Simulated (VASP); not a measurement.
## Pb: single point with PBE

Crystal: Pb.

```
CELL_PARAMETERS angstrom
0.00000 2.47502 2.47502
2.47502 0.00000 2.47502
2.47502 2.47502 0.00000
ATOMIC_POSITIONS crystal
Pb 0.00000 0.00000 0.00000
```

```json
{
  "Program": "VASP 6.6.1",
  "Task": "single point",
  "Functional": "PBE",
  "Potentials or basis": "VASP PAW PBE potentials, release 64 (Pb_d)",
  "Cutoff": "520 eV",
  "k mesh": "9 × 9 × 9",
  "Occupations": "gaussian, width 0.019 eV",
  "Spin": "no spin polarisation",
  "Further INCAR settings": "ALGO = Normal; EDIFF = 1e-06"
}
```

```yaml
Pressure: 2.2 GPa
Band_gap_on_the_k_mesh: none (metal or under the smearing width)
```

Levels at points of the mesh, in eV from the Fermi level:
| k point | band 5 | band 6 | band 7 | band 8 | band 9 | band 10 |
| --- | --- | --- | --- | --- | --- | --- |
| (0.00, 0.00, 0.00) | -16.80 | -11.62 | 7.55 | 7.55 | 7.55 | 9.90 |

Run time: 8.2 s on 1 thread of Intel(R) Xeon(R) Platinum 8488C (Sapphire Rapids), with other jobs on the host, peak memory 0.15 GiB.

Spin-orbit coupling is left out, which matters for the levels of Pb.
